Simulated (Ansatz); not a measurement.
The system is InPd.

```
In Pd
1.0
     3.27188    0.00000    0.00000
     0.00000    3.27188    0.00000
     0.00000    0.00000    3.27188
In Pd
1 1
Direct
  0.00000 0.00000 0.00000
  0.50000 0.50000 0.50000
```

The cell comes from a database or a generator and needn't be the stable form of this composition.

Base run:

```yaml
Program: Ansatz 0.2.0
Functional: PBE
Potentials_or_basis: all-electron LAPW, scalar-relativistic
Cutoff: 250 eV (chosen from the basis error)
Basis_error_allowed: 0.001 eV/atom
k_mesh: 8 × 8 × 8
Occupations: fermi-dirac, width 0.05 eV
Spin: no spin polarisation
```

Its results: pressure 3.6 GPa.

Q: The run is repeated on the same cell with these changes: functional from PBE to LDA. What comes out?

A: Pressure -7.0 GPa.

LDA binds more tightly than PBE, so the same cell stands under less pressure.
